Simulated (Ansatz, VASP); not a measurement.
# Ga in VASP and in Ansatz

INCAR

```
ALGO = Fast
EDIFF = 1E-7
EDIFFG = -0.04
ENCUT = 600
GGA = PE
IBRION = 2
ISIF = 3
ISMEAR = 0
LASPH = T
LCHARG = F
LREAL = F
LWAVE = F
NELM = 60
NSW = 90
PREC = Accurate
SIGMA = 0.1
```

KPOINTS

```
k-points
0
Gamma
  6 6 4
```

The input POSCAR:

```
Ga
1.0
    3.0990847592      0.0000000000      0.0000000000
   -1.5495423796      2.6838861299      0.0000000000
    0.0000000000      0.0000000000      5.0299786901
Ga
2
Direct
    0.3333333333      0.6666666667      0.2500000000
    0.6666666667      0.3333333333      0.7500000000
```

Input for Ansatz:

```yaml
crystal:
  lattice:
    - [3.0990847592, 0.0, 0.0]
    - [-1.5495423796, 2.6838861299, 0.0]
    - [0.0, 0.0, 5.0299786901]
  atoms:
    - { symbol: Ga, position: [0.3333333333, 0.6666666667, 0.25] }
    - { symbol: Ga, position: [0.6666666667, 0.3333333333, 0.75] }
basis:
  ecutwfc: 420
kpoints:
  mp_grid: { grid: [6, 6, 4] }
hamiltonian:
  xc: pbe
scf:
  occupations: { method: gaussian, width: 0.1 }
  lower_state_search: "off"
output:
  forces: true
  stress: true
  eigenvalues: true
relax:
  adjacent_minimum: "off"
  f_tol: 0.04
  max_steps: 70
  cell: { stress_tol: 0.4 }
```

Alike in both runs: task relaxation of cell and atoms; functional PBE; k mesh 6 × 6 × 4; occupations gaussian, width 0.1 eV; no spin polarisation.

|  | VASP | Ansatz |
| --- | --- | --- |
| version | VASP 6.6.1 | Ansatz 0.2.0 |
| potentials or method | VASP PAW PBE potentials, release 64 (Ga_d) | scalar-relativistic, plane waves, PAW |
| plane-wave cutoff (eV) | 600 | 420 |
| valence electrons in the cell | 26 | 26 |

|  | VASP | Ansatz | Ansatz less VASP |
| --- | --- | --- | --- |
| gap on the k mesh at the Fermi level, each at its own relaxed structure (eV) | none | none | - |
| relaxed volume (Å³/atom) | 18.86 | 18.86 | +0.002 |
| relaxed cell length with the largest relative difference (Å) | 4.959 | 4.961 | +0.0027 |
| energy change over the relaxation (meV/atom) | -31 | -32 | -0.2 |

A gap of «none» marks a metal or a gap that the smearing closes.

Caveats: the k mesh is coarse (spacing up to 0.39 Å⁻¹), so the values aren't converged.
